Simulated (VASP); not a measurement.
# TiN (Fm-3m) in VASP: band structure with HSE06

Aim: the band structure of TiN with HSE06.

All numbers are computed with VASP 6.6.1; they aren't measurements. Logs are shortened: lines on timing, memory, paths and dates and some standing lists are left out, and cuts for length are marked.

## Step 1: The crystal as given

It takes space group Fm-3m (No. 225, cubic). The conventional cell has a = 4.238 Å, b = 4.238 Å, c = 4.238 Å, α = 90.00°, β = 90.00°, γ = 90.00°. Ti (site symmetry m-3m) is surrounded by 6 N at 2.12 Å. N (site symmetry m-3m) has 6 Ti at 2.12 Å as nearest neighbours.

## Step 2: Band structure, HSE06

Input file POSCAR:

```
TiN
1.0
    0.0000000000      2.1190000000      2.1190000000
    2.1190000000      0.0000000000      2.1190000000
    2.1190000000      2.1190000000      0.0000000000
Ti N
1 1
Direct
    0.0000000000      0.0000000000      0.0000000000
    0.5000000000      0.5000000000      0.5000000000
```

Input file INCAR.step1:

```
PREC = Accurate
ENCUT = 520
EDIFF = 1E-5
ISMEAR = 0
SIGMA = 0.02
LREAL = False
LASPH = True
NELM = 80
ALGO = Normal
ISIF = 2
LWAVE = True
LCHARG = False
LMAXMIX = 4
NBANDS = 16
GGA = PE
```

Input file INCAR.step2:

```
PREC = Accurate
ENCUT = 520
EDIFF = 1E-7
ISMEAR = 0
SIGMA = 0.02
LREAL = False
LASPH = True
NELM = 80
ALGO = Normal
ISIF = 2
LWAVE = False
LCHARG = False
LMAXMIX = 4
GGA = PE
LHFCALC = True
HFSCREEN = 0.2
PRECFOCK = Fast
NBANDS = 16
ISTART = 1
```

Input file KPOINTS:

```
regular mesh
0
Gamma
  8 8 8
```

Input file KPOINTS_OPT:

```
path GXWKGLUWLK,UX
8
line-mode
reciprocal
 0.0000000000  0.0000000000  0.0000000000  G
 0.5000000000  0.0000000000  0.5000000000  X

 0.5000000000  0.0000000000  0.5000000000  X
 0.5000000000  0.2500000000  0.7500000000  W

 0.5000000000  0.2500000000  0.7500000000  W
 0.3750000000  0.3750000000  0.7500000000  K

 0.3750000000  0.3750000000  0.7500000000  K
 0.0000000000  0.0000000000  0.0000000000  G

 0.0000000000  0.0000000000  0.0000000000  G
 0.5000000000  0.5000000000  0.5000000000  L

 0.5000000000  0.5000000000  0.5000000000  L
 0.6250000000  0.2500000000  0.6250000000  U

 0.6250000000  0.2500000000  0.6250000000  U
 0.5000000000  0.2500000000  0.7500000000  W

 0.5000000000  0.2500000000  0.7500000000  W
 0.5000000000  0.5000000000  0.5000000000  L

 0.5000000000  0.5000000000  0.5000000000  L
 0.3750000000  0.3750000000  0.7500000000  K

 0.6250000000  0.2500000000  0.6250000000  U
 0.5000000000  0.0000000000  0.5000000000  X
```

Potentials or basis: VASP PAW PBE potentials, release 64 (Ti_sv, N).

Run with:

```console
cat potpaw_PBE.64/Ti_sv/POTCAR potpaw_PBE.64/N/POTCAR > POTCAR
cp INCAR.step1 INCAR
mpirun -np 1 vasp_std > vasp.out
cp INCAR.step2 INCAR
mpirun -np 1 vasp_std > vasp.out
```

OUTCAR:

```text
PREC = Accurate
   ENCUT = 520
   EDIFF = 1E-7
   ISMEAR = 0
   LREAL = False
   LASPH = True
   NELM = 80
   ISIF = 2
   GGA = PE
   LHFCALC = True
   HFSCREEN = 0.2
   PRECFOCK = Fast
   ISTART = 1

 ion  position               nearest neighbor table
   1  0.000  0.000  0.000-   2 2.12   2 2.12   2 2.12   2 2.12   2 2.12   2 2.12
   2  0.500  0.500  0.500-   1 2.12   1 2.12   1 2.12   1 2.12   1 2.12   1 2.12

  LATTYP: Found a face centered cubic cell.
 ALAT       =     4.2380000000

  Lattice vectors:

 A1 = (   0.0000000000,   2.1190000000,   2.1190000000)
 A2 = (   2.1190000000,   0.0000000000,   2.1190000000)
 A3 = (   2.1190000000,   2.1190000000,   0.0000000000)

Analysis of symmetry for initial positions (statically):
=====================================================================
 Subroutine PRICEL returns:
 Original cell was already a primitive cell.

 Routine SETGRP: Setting up the symmetry group for a
 face centered cubic supercell.

 Subroutine GETGRP returns: Found 48 space group operations
 (whereof 48 operations were pure point group operations)
 out of a pool of 48 trial point group operations.

The static configuration has the point symmetry O_h .

Analysis of symmetry for dynamics (positions and initial velocities):
=====================================================================
 Subroutine PRICEL returns:
 Original cell was already a primitive cell.

 Routine SETGRP: Setting up the symmetry group for a
 face centered cubic supercell.

 Subroutine GETGRP returns: Found 48 space group operations
 (whereof 48 operations were pure point group operations)
 out of a pool of 48 trial point group operations.

The dynamic configuration has the point symmetry O_h .

 Subroutine INISYM returns: Found 48 space group operations
 (whereof 48 operations are pure point group operations),
 and found     1 'primitive' translations

----------------------------------------------------------------------------------------

                                     Primitive cell

  volume of cell :      19.0293

  direct lattice vectors                    reciprocal lattice vectors
     0.000000000  2.119000000  2.119000000    -0.235960359  0.235960359  0.235960359
     2.119000000  0.000000000  2.119000000     0.235960359 -0.235960359  0.235960359
     2.119000000  2.119000000  0.000000000     0.235960359  0.235960359 -0.235960359
[... 92 lines left out ...]
   POTIM  = 0.5000    time-step for ionic-motion
   TEBEG  =    0.0;   TEEND  =   0.0 temperature during run
   PSTRESS=    0.0 pullay stress
   NELECT =      17.0000    total number of electrons
   NUPDOWN=      -1.0000    fix difference up-down
   EMIN   =  10.00;   EMAX   =-10.00  energy-range for DOS
   EFERMI =   0.00;   METHOD = LEGACY
   ISMEAR =     0;   SIGMA  =   0.02  broadening in eV -4-tet -1-fermi 0-gaus
   EFERMI_NEDOS =   21; number of points for ismear=-14 and -15
   IALGO  =     38    algorithm
   IMIX   =      1    mixing-type and parameters
     AMIX     =   0.40;   BMIX     =  1.00
     AMIX_MAG =   1.60;   BMIX_MAG =  1.00
  volume/ion in A,a.u.               =       9.51        64.21
  Fermi-wavevector in a.u.,A,eV,Ry     =   1.576704  2.979539 33.824024  2.485996
  Thomas-Fermi vector in A             =   2.677497
   LORBIT       =      0    0 simple, 1 ext, 2 COOP (PROOUT), +10 PAW based schemes
   GGA     = PE    functional components
   LHFCALC =     T    Hartree Fock is set to
   PRECFOCK=fast      Normal, Fast or Accurate (Low or Medium for compatibility)
   ENCUT4O =  -1.0   cutoff for four orbital integrals eV
   NKREDX  =     1    reduce k-point grid by
   NKREDY  =     1    reduce k-point grid by
   NKREDZ  =     1    reduce k-point grid by
   AEXX    =    0.2500 exact exchange contribution
   HFSCREEN=    0.2000 screening length (either q_TF or 0.3 A-1)
   HFSCREENC=   0.2000 screening length for correlation (either q_TF or 0.3 A-1)
   ENCUTFOCK=  -1.0 apply spherical cutoff to Coloumb kernel
   IVDW    =     0    specifies the selected vdW correction
   LEPSILON=     F    determine dielectric tensor
   LRPA    =     F    only Hartree local field effects (RPA)
 non-spin polarized calculation
 Gauss-broadening in eV      SIGMA  =   0.02
  energy-cutoff  :      520.00
  volume of cell :       19.03
 maximum number of plane-waves:       531
 NGX is ok and might be reduce to    24
  NGX = 14; NGY = 14; NGZ = 14

 number of electron      17.0000001 magnetization

 Free energy of the ion-electron system (eV)
  ---------------------------------------------------
  ext. energy  EPLUGINS =         0.00000000
  ---------------------------------------------------
  free energy    TOTEN  =       -23.47466455 eV

  energy without entropy =      -23.47362791  energy(sigma->0) =      -23.47414623

 E-fermi :  11.8078     XC(G=0): -10.6454

 val. band max:       11.8048635210   @ k =  -0.3750   0.3750   0.1250
 cond. band min:      11.8554528935   @ k =   0.3750   0.1250   0.0000
 fundamental gap:      0.0505893725
 Fermi energy:        11.8078326257

 k-point     1 :       0.0000    0.0000    0.0000
  band No.  band energies     occupation
      1     -51.2835      2.00000
      2     -25.5999      2.00000
      3     -25.5999      2.00000
      4     -25.5999      2.00000
      5      -7.9364      2.00000
      6       8.9079      2.00000
[... 433 lines left out ...]
      3     -25.8400      2.00000
      4     -25.7189      2.00000
      5      -5.5407      2.00000
      6       3.1294      2.00000
[... 8 lines left out ...]
     15      25.4955      0.00000
     16      26.3554      0.00000

 [... further k-points ...]

------------------------ aborting loop because EDIFF is reached ----------------------------------------

  FORCE on cell =-STRESS in cart. coord.  units (eV):
  Direction    XX          YY          ZZ          XY          YZ          ZX
  --------------------------------------------------------------------------------------
  -------------------------------------------------------------------------------------
  Total       -0.7077116     -0.7077116     -0.7077116     -0.0000000      0.0000000     -0.0000000
  in kB      -59.5859765    -59.5859765    -59.5859765     -0.0000000      0.0000000     -0.0000000
  external PRESSURE =     -59.5859765 kB  Pullay stress =       0.0000000 kB

 VOLUME and BASIS-vectors are now :
 -----------------------------------------------------------------------------
  energy-cutoff  :      520.00
  volume of cell :       19.03
      direct lattice vectors                 reciprocal lattice vectors
     0.000000000  2.119000000  2.119000000    -0.235960359  0.235960359  0.235960359
     2.119000000  0.000000000  2.119000000     0.235960359 -0.235960359  0.235960359
     2.119000000  2.119000000  0.000000000     0.235960359  0.235960359 -0.235960359

 POSITION                                       TOTAL-FORCE (eV/Angst)
 -----------------------------------------------------------------------------------
      0.00000      0.00000      0.00000         0.000000      0.000000      0.000000
      2.11900      2.11900      2.11900        -0.000000     -0.000000     -0.000000
 -----------------------------------------------------------------------------------
    total drift:                               -0.000000      0.000000      0.000000

  FREE ENERGIE OF THE ION-ELECTRON SYSTEM (eV)
  ---------------------------------------------------
  free  energy   TOTEN  =       -23.4746645548 eV

  energy  without entropy=      -23.4736279085  energy(sigma->0) =      -23.47414623
```

Wall time 72 min (1 thread of Intel Xeon 6975P-C (Granite Rapids), shared host); peak memory 0.31 GiB.

What came out:

- Free energy: -23.4747 eV
- Pressure: -6.0 GPa
- Band gap along the path: none (metal or under the smearing width)

Levels at the corners of the path, in eV from the Fermi level:
```csv
point,band 7,band 8,band 9,band 10,band 11,band 12
Γ,-2.90,-2.90,-0.75,-0.75,-0.75,0.88
X,-4.33,-4.33,-3.73,2.11,3.01,3.01
X,-4.33,-4.33,-3.73,2.11,3.01,3.01
W,-6.84,-6.66,1.10,1.10,3.02,3.80
W,-6.84,-6.66,1.10,1.10,3.02,3.80
K,-7.14,-5.63,-0.62,2.52,2.87,4.31
K,-7.14,-5.63,-0.62,2.52,2.87,4.31
Γ,-2.90,-2.90,-0.75,-0.75,-0.75,0.88
Γ,-2.90,-2.90,-0.75,-0.75,-0.75,0.88
L,-6.74,-6.74,2.19,2.19,2.91,6.28
L,-6.74,-6.74,2.19,2.19,2.91,6.28
U,-7.14,-5.63,-0.62,2.52,2.87,4.31
U,-7.14,-5.63,-0.62,2.52,2.87,4.31
W,-6.84,-6.66,1.10,1.10,3.02,3.80
W,-6.84,-6.66,1.10,1.10,3.02,3.80
L,-6.74,-6.74,2.19,2.19,2.91,6.28
L,-6.74,-6.74,2.19,2.19,2.91,6.28
K,-7.14,-5.63,-0.62,2.52,2.87,4.31
U,-7.14,-5.63,-0.62,2.52,2.87,4.31
X,-4.33,-4.33,-3.73,2.11,3.01,3.01
```

Caveat: the PAW data sets were made with another functional, which shifts forces and pressure a little.
